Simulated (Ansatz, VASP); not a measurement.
SiC in VASP and in Ansatz

The input POSCAR:

```
SiC
1.0
    0.0000000000      2.1780497564      2.1780497564
    2.1780497564      0.0000000000      2.1780497564
    2.1780497564      2.1780497564      0.0000000000
Si C
1 1
Direct
    0.2500000000      0.2500000000      0.2500000000
    0.0000000000      0.0000000000      0.0000000000
```

INCAR.step1

```
ALGO = Normal
EDIFF = 1E-5
ENCUT = 520
GGA = PE
ISIF = 2
ISMEAR = 0
LASPH = T
LCHARG = F
LREAL = F
LWAVE = T
NBANDS = 11
NELM = 100
PREC = Accurate
SIGMA = 0.01
```

The input INCAR.step2:

```
AEXX = 0.1
ALGO = Normal
EDIFF = 1E-7
ENCUT = 520
GGA = PE
HFSCREEN = 0.1
ISIF = 2
ISMEAR = 0
ISTART = 1
LASPH = T
LCHARG = F
LHFCALC = T
LREAL = F
LWAVE = F
NBANDS = 11
NELM = 100
PREC = Accurate
PRECFOCK = Normal
SIGMA = 0.01
```

File KPOINTS:

```
k-points
0
Gamma
  4 4 4
```

Input for Ansatz:

```yaml
crystal:
  lattice:
    - [0.0, 2.1780497564, 2.1780497564]
    - [2.1780497564, 0.0, 2.1780497564]
    - [2.1780497564, 2.1780497564, 0.0]
  atoms:
    - { symbol: Si, position: [0.25, 0.25, 0.25] }
    - { symbol: C, position: [0.0, 0.0, 0.0] }
kpoints:
  mp_grid: { grid: [4, 4, 4] }
hamiltonian:
  xc: { exchange: pbe, correlation: pbe, exx: { coeff: 0.1, omega: 0.1 } }
scf:
  occupations: { method: fixed }
  n_extra_bands: 4
output:
  forces: true
  stress: true
  eigenvalues: true
```

Alike in both runs: task single point; functional PBE-based screened hybrid; k mesh 4 × 4 × 4; no spin polarisation.

|  | VASP | Ansatz |
| --- | --- | --- |
| version | VASP 6.6.1 | Ansatz 0.2.0 |
| potentials or method | VASP PAW PBE potentials, release 64 (Si, C) | plane waves |
| plane-wave cutoff (eV) | 520 | 420 |
| occupations | gaussian, width 0.01 eV | fixed |
| valence electrons in the cell | 8 | 8 |

|  | VASP | Ansatz | Ansatz less VASP |
| --- | --- | --- | --- |
| gap on the k mesh at the Fermi level (eV) | 1.82 | 1.80 | -0.018 |
| pressure (GPa) | 1.7 | 2.0 | +0.26 |

Ansatz warned: «stress_exchange_threshold_loose».

Caveats: the k mesh is coarse (spacing up to 0.62 Å⁻¹), so the values aren't converged; the PAW data sets were made with another functional, which shifts forces and pressure a little (VASP). A k mesh can miss the band edges.
